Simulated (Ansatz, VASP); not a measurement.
Two plane-wave programs on AgCl

```
CELL_PARAMETERS angstrom
3.43397 0.00000 0.00000
0.00000 3.43397 0.00000
0.00000 0.00000 3.43397
ATOMIC_POSITIONS crystal
Ag 0.00000 0.00000 0.00000
Cl 0.50000 0.50000 0.50000
```

Measurements of this composition are mostly on another form, of space group No. 225.

Alike in both runs: task single point; functional PBE; dispersion D3(BJ); k mesh 6 × 6 × 6; occupations gaussian, width 0.1 eV; no spin polarisation.

|  | VASP | Ansatz |
| --- | --- | --- |
| version | VASP 6.6.1 | Ansatz 0.2.0 |
| potentials or method | VASP PAW PBE potentials, release 64 (Ag, Cl) | scalar-relativistic, plane waves, PAW |
| plane-wave cutoff (eV) | 520 | 420 |
| valence electrons in the cell | 18 | 26 |

```csv
,VASP,Ansatz,Ansatz less VASP
gap on the k mesh at the Fermi level (eV),0.57,0.57,0.000
least direct gap on the mesh (eV),2.07,2.07,-0.001
pressure (GPa),-2.9,-2.8,+0.13
```

The two sets of potentials don't hold the same shells in valence.

A k mesh can miss the band edges. A hybrid or GW would open this gap; PBE tends to underestimate it.
